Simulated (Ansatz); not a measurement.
# ScAl (Pm-3m): electronic heat capacity and spin susceptibility from the density of states

Method: DFT PBEsol, scalar-relativistic, plane waves, PAW in Ansatz 0.2.0.

Plane waves to 420 eV, a k mesh through Γ of 12×12×12 on the computed 2-atom cell and Gaussian smearing (0.10 eV); no spin polarisation.

Relaxed cell: Pm-3m, a = 3.344 Å, b = 3.344 Å, c = 3.344 Å, α = 90.00°, β = 90.00°, γ = 90.00°, 2 atoms in the primitive cell. Whether it is the stable form of this composition wasn't checked.

The density of states at the Fermi level is 0.760 states/eV in the cell of 2 atoms (1 formula unit; both spins, tetrahedra on a 18×18×18 mesh).

Q: What Sommerfeld coefficient and Pauli susceptibility does this give?

A: Per formula unit N(E_F) = 0.760 states/eV. γ = (π²/3) k_B² N(E_F) N_A = 2.357 mJ/(mol K²) per state/eV, so γ = 1.8 mJ/(mol K²), a mole of formula units. χ_P = μ_B² N(E_F) N_A = 3.23×10⁻⁵ emu/mol per state/eV gives 2.5×10⁻⁵ emu/mol. This is the bare band result: a measured γ of the same phase is as a rule larger by a factor 1 + λ from phonons and spin fluctuations, the spin part of χ is larger by the Stoner factor, and a measured χ also holds orbital and core terms. N(E_F) at one energy is sensitive to the mesh where the density of states has sharp peaks.